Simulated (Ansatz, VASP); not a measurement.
# Eu: VASP beside Ansatz

```
Eu
1.0
     3.38371    0.00000    0.00000
     0.00000    3.38371    0.00000
     0.00000    0.00000    3.38371
Eu
1
Direct
  0.00000 0.00000 0.00000
```

Change from the starting cell: volume scaled by 0.9, LAPW.

Alike in both runs: task single point; functional PBE; k mesh 11 × 11 × 11; occupations fermi-dirac, width 0.1 eV; collinear spin.

|  | VASP | Ansatz |
| --- | --- | --- |
| version | VASP 6.6.1 | Ansatz 0.2.0 |
| potentials or method | VASP PAW PBE potentials, release 64 (Eu), cutoff 520 eV | all-electron LAPW, scalar-relativistic |

```tsv
	VASP	Ansatz	Ansatz less VASP
pressure (GPa)	1.0	1.3	+0.30
net moment per atom (μB)	7.20	7.20	0.000
size of the moment on the site where the two differ most (μB)	6.69	7.05	+0.365
```

Site moments also hang on the region over which each program counts them. Ansatz ran all-electron here, so the differences hold the error of VASP's frozen core and of both bases.

 The state reached can hang on the start; a lower one may exist.
